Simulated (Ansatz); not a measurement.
# W in Ansatz: the effect of functional

Crystal: W.

```
W
1.0
     0.00000    2.03000    2.03000
     2.03000    0.00000    2.03000
     2.03000    2.03000    0.00000
W
1
Direct
  0.00000 0.00000 0.00000
```

This isn't the form of W at room conditions, which is bcc.

Alike in all runs:

* Program: Ansatz 0.2.0
* Task: band structure
* Potentials or basis: Ansatz PAW
* k mesh: 6 × 6 × 6
* Occupations: fermi-dirac, width 0.05 eV
* Spin: no spin polarisation

```csv
functional,cutoff,pressure (GPa)
LDA,420 eV (not typed: the program's choice for these potentials),-17.9
PBEsol,420 eV (not typed: the program's choice for these potentials),-12.4
r2SCAN,500 eV (not typed: the program's choice for these potentials),?
```

Question: What does the run with functional r2SCAN give?

Answer: Pressure -7.5 GPa.

Caveats: all runs use coarse meshes; the PAW data sets come from PBE, with cores solved anew for the run's functional, which leaves a small shift of forces and pressure.
